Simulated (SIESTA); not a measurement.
The system is Ru.

```
Ru
1.0
     2.70580    0.00000    0.00000
    -1.35290    2.34329    0.00000
     0.00000    0.00000    4.28190
Ru
2
Direct
  0.66667 0.33333 0.75000
  0.33333 0.66667 0.25000
```

Base run:

| Item | Value |
| --- | --- |
| Program | SIESTA 5.4.2 |
| Functional | PBE |
| Potentials or basis | PseudoDojo 0.4 standard (PBE files) |
| Basis | DZDP (energy shift 0.01 Ry) |
| Grid cutoff | 800 Ry |
| Energy shift | 0.01 Ry |
| k mesh | 11 × 11 × 6 |
| Occupations | fermi-dirac, width 0.05 eV |
| Spin | no spin polarisation |

Its results: band gap on the k mesh none (metal or under the smearing width); pressure 4.7 GPa.

Task: After a change of settings the same cell gave: band gap on the k mesh none (metal or under the smearing width); pressure -7.3 GPa. Which change was it?
A. basis from DZDP (energy shift 0.01 Ry) to DZ (energy shift 0.01 Ry)
B. basis from DZDP (energy shift 0.01 Ry) to TZ (energy shift 0.002 Ry); energy shift from 0.01 Ry to 0.002 Ry
C. basis from DZDP (energy shift 0.01 Ry) to DZP (energy shift 0.003 Ry; two zetas on semicore shells); energy shift from 0.01 Ry to 0.003 Ry
D. basis from DZDP (energy shift 0.01 Ry) to TZDP (energy shift 0.02 Ry); energy shift from 0.01 Ry to 0.02 Ry

Result: A.

Caveats: semicore shells carry a single zeta, which can move pressures by several GPa and volumes by a few percent; the basis of atomic orbitals isn't converged, which shifts pressures, moduli and gaps; the basis has no polarisation orbitals (some runs).

Not every run made on this cell is shown here.
